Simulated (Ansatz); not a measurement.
# Rhodium, simple cubic under revPBE: from relaxation to bulk modulus

What does revPBE give for rhodium in the simple cubic structure? We relax it, solve it on a dense k-mesh, then scale the cell to 7 volumes from 88 to 112 % of the relaxed one and try a fit of the equation of state. Spin polarisation is left out. The k-meshes are 13×13×13 for the relaxation; 20×20×20 for the dense run; 14×14×14 for the volumes.

This is Rh in the simple cubic structure; at room conditions it is fcc.

Computed with Ansatz 0.2.0 (DFT revPBE, plane waves (420 eV) with PAW, scalar-relativistic; PBE-made PAW files, unless a step says otherwise).

## (1) Starting point

Symmetry: Pm-3m, No. 221, cubic system. The conventional cell has a = 2.458 Å, b = 2.458 Å, c = 2.458 Å, α = 90.00°, β = 90.00°, γ = 90.00°. Rh (site symmetry m-3m) has 6 Rh at 2.46 Å as nearest neighbours.

As a file:

```xyz
1
Lattice="2.4581 0.0000 0.0000 0.0000 2.4581 0.0000 0.0000 0.0000 2.4581" Properties=species:S:1:pos:R:3 pbc="T T T"
Rh    0.0000    0.0000    0.0000
```

## (2) Relaxation of the cell

Input file input.yaml:

```yaml
crystal:
  lattice:
    - [2.4580591709, 0.0, 0.0]
    - [0.0, 2.4580591709, 0.0]
    - [0.0, 0.0, 2.4580591709]
  atoms:
    - { symbol: Rh, position: [0.0, 0.0, 0.0] }
hamiltonian:
  xc: revpbe
  pseudopotentials:
    kind: paw
    azcp:
      Rh: "pseudopotentials/Rh.paw.azcp"
basis:
  ecutwfc: 420
  fft_grid_basis: typed
kpoints:
  mp_grid: { grid: [13, 13, 13], shift: [0, 0, 0] }
magnetization:
  spin_polarized: false
scf:
  occupations: { method: fermi_dirac, width: 0.1 }
relax:
  max_steps: 60
  f_tol: 0.01
  cell: {}
```

After this run come: Dense single point; Equation of state: 88 %; Equation of state: 92 %; Equation of state: 96 %; Equation of state: 100 %; Equation of state: 104 %; Equation of state: 108 %; Equation of state: 112 %.

Before running it: what results should come out? Wanted: space group; conventional cell; volume; shortest distance; gap on the mesh; relative to fcc; V₀, B₀, B₀′.

As calculated:

| quantity | value |
| --- | --- |
| space group (spins left aside) | Pm-3m (No. 221) |
| conventional cell | a = 2.551 Å |
| volume | 16.599 Å³/atom |
| shortest distance | 2.551 Å |
| gap on the mesh | none (levels filled in part) |
| relative to fcc | +769 meV/atom |
| V₀, B₀, B₀′ | 16.538 Å³/atom, 173 GPa, 5.1 |

What this shows: From the guessed start the volume grew by 11.8 % in 5 steps. It lies 769 meV/atom above the element's reference form at the same level (fcc, from a run of its own). Levels at the Fermi energy are filled in part, as in a metal. The fitted modulus is 173 GPa. Relaxation kept the symmetry; phonons were not checked.
